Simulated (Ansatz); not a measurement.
Ga2O3:

```
Ga O
1.0
     6.10700   -1.51855    0.00000
     6.10700    1.51855    0.00000
    -1.38599    0.00000    5.63001
Ga O
4 6
Direct
  0.34134 0.34134 0.68598
  0.65866 0.65866 0.31402
  0.90950 0.90950 0.20540
  0.09050 0.09050 0.79460
  0.50410 0.50410 0.74340
  0.49590 0.49590 0.25660
  0.82670 0.82670 0.43680
  0.17330 0.17330 0.56320
  0.83550 0.83550 0.89020
  0.16450 0.16450 0.10980
```

Base run:

```yaml
Program: Ansatz 0.2.0
Functional: BPBE
Potentials_or_basis: Ansatz PAW
Cutoff: "420 eV (not typed: the program's choice for these potentials)"
k_mesh: 9 × 9 × 5
Occupations: fermi-dirac, width 0.05 eV
Spin: no spin polarisation
```

Its results: band gap on the k mesh 2.44 eV, indirect (least direct gap 2.46 eV); pressure 9.0 GPa; largest force 0.202 eV/Å.

Question: The run is repeated on the same cell with these changes: functional from BPBE to PBE; k mesh from 9 × 9 × 5 to 4 × 4 × 2. What comes out?

Answer: Band gap on the k mesh 2.44 eV, indirect (least direct gap 2.45 eV); pressure 9.5 GPa; largest force 0.218 eV/Å.

Several settings changed at once, so the effect can't be laid on one alone.

Caveats: some runs use coarse meshes; the PAW data sets come from PBE, with cores solved anew for the run's functional, which leaves a small shift of forces and pressure (some runs).
